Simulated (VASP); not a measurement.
# VASP inputs for KCl (strained zincblende)

INCAR

```
ENCUT = 520
ISMEAR = 0
METAGGA = R2SCAN
ISIF = 2
NELM = 120
PREC = Accurate
LWAVE = .FALSE.
SIGMA = 0.01
EDIFF = 1E-7
LASPH = .TRUE.
IBRION = -1
NSW = 0
ALGO = Normal
LCHARG = .FALSE.
NBANDS = 15
LREAL = .FALSE.
```

KPOINTS

```
KPOINTS created by Atomic Simulation Environment
0
Gamma
6 6 6
0 0 0
```

KPOINTS_OPT

```
special points
7
Reciprocal
0.0000000000 0.0000000000 0.0000000000 1
-0.5000000000 -0.5000000000 0.0000000000 1
-0.3750000000 -0.3750000000 0.2500000000 1
-0.3750000000 0.0000000000 0.3750000000 1
0.0000000000 0.0000000000 0.5000000000 1
-0.5000000000 -0.2500000000 0.2500000000 1
0.0000000000 0.5000000000 0.5000000000 1
```

POSCAR

```
K  Cl
 1.0000000000000000
     0.0000000000000000    3.5072828303999999    3.4722100021000002
     3.5072828303999999    0.0000000000000000    3.4722100021000002
     3.5072828303999999    3.5072828303999999    0.0000000000000000
 K   Cl
   1   1
Cartesian
  0.0000000000000000  0.0000000000000000  0.0000000000000000
  1.7536414151999999  1.7536414151999999  1.7361050010500001
```

VASP ran with the recommended PBE PAW datasets (16 valence electrons in the cell).

Task: What does this run give?

Result: gap between bands v and c 5.37 eV; least direct gap 5.41 eV; pressure 0.1 GPa.

Band v is the last that the valence electrons fill when counted band by band, and c is the next. Levels in eV from the top of v:

| point | v−1 | v | c | c+1 |
| --- | --- | --- | --- | --- |
| Γ | -0.04 | -0.04 | 5.37 | 10.12 |
| X | -0.01 | -0.01 | 7.18 | 8.31 |
| K | -0.11 | 0.00 | 7.37 | 8.34 |
| L | -0.02 | -0.01 | 7.81 | 8.13 |
| W | -0.18 | -0.01 | 7.38 | 8.29 |
